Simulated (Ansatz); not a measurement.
Lattice vibrations of TaN at Γ at 40 GPa

Theory: Ansatz 0.2.0, DFT PBE, scalar-relativistic, plane waves, PAW. Cutoff 420 eV, 18×18×14 k-points (Γ-centred), Fermi-Dirac smearing of 0.15 eV. No spin polarisation. Phonons by linear response, acoustic sum rule imposed.

The cell, relaxed at 40 GPa:
```
Ta N
1.0
     2.85132    0.00000    0.00000
    -1.42566    2.46932    0.00000
     0.00000    0.00000    2.81669
Ta N
1 1
Cartesian
  0.0000 1.6462 1.4083
  0.0000 0.0000 0.0000
```

In a metal, frequencies and elastic constants depend on the k mesh and the smearing, soft modes and shear constants most. Spin–orbit coupling is left out, which matters for heavy elements. Other phases may be more stable at this pressure. A semilocal functional can close a gap that the real compound has.

Problem. Is this structure stable against zone-centre distortions?

Solution. Yes, at Γ: no optical mode is imaginary. Strains and other wave vectors aren't tested by this run.

Problem. List the optical modes at Γ (i marks imaginary ones).

Solution.
```tsv
frequency (cm⁻¹)	degeneracy
597	2
650	1
```

This form isn't the usual stable structure of the compound at low pressure.

Cost: 1 run of about 1.3 core-minutes, on Arm Neoverse V2 (shared hosts).